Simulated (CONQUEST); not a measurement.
# SnSe under changes of volume

One of the cells (26.676 Å³/atom); the others are scaled copies at fixed shape and fractional positions:

```
Sn Se
1.0
     4.19000    0.00000    0.00000
     0.00000    4.46000    0.00000
     0.00000    0.00000   11.42000
Sn Se
4 4
Direct
  0.75000 0.90900 0.87700
  0.25000 0.40900 0.62300
  0.75000 0.59100 0.37700
  0.25000 0.09100 0.12300
  0.75000 0.98400 0.64300
  0.25000 0.48400 0.85700
  0.75000 0.51600 0.14300
  0.25000 0.01600 0.35700
```

```yaml
Program: CONQUEST 1.3
Functional: PBE
Potentials_or_basis: PseudoDojo NC PBE, SZ, grid of 40 × 48 × 108 points
k_mesh: 6 × 6 × 3
Occupations: fermi-dirac, width 0.05 eV
Spin: no spin polarisation
```

```tsv
volume (Å³/atom)	energy over the lowest point (meV/atom)	pressure (GPa)	gap on the mesh (eV)	largest force (eV/Å)
25.076	194.76	15.3	0.67	2.071
25.609	147.16	13.3	0.66	1.852
26.143	106.33	11.3	0.66	1.652
26.676	71.68	9.5	0.66	1.459
27.210	42.76	7.9	0.67	1.281
27.743	?	?	?	?
28.277	0.00	5.1	0.68	0.965
```

What does the run at 27.743 Å³/atom give?

Energy over the lowest point 19.13 meV/atom; pressure 6.4 GPa; gap on the mesh 0.67 eV; largest force 1.117 eV/Å.

Worked out: A Birch-Murnaghan fit of order 3 (a polynomial in V^(-2/3)) to the other rows has no minimum within the range. It gives 19.02 meV/atom at 27.743 Å³/atom, against the run's 19.13, and -dE/dV = 6.4 GPa, against 6.4. A parabola through the other rows of the gap, of slope 0.412 eV per unit of ln V there, gives 0.67 eV, against the run's 0.67.

Energies are extrapolated to zero smearing.

Caveats: the atomic basis is small; spin-orbit coupling is left out, which moves the levels of the heavy elements; an odd mesh through Γ misses points on the zone boundary, where band edges often lie; the basis of atomic orbitals isn't converged, which shifts pressures, moduli and gaps; forces of over 1 eV/Å show positions far from the minimum, so gaps and moduli don't describe the material at rest (some runs); this functional lacks dispersion, which binds the layers, so the pressure and a relaxed spacing across them are unreliable (some runs).
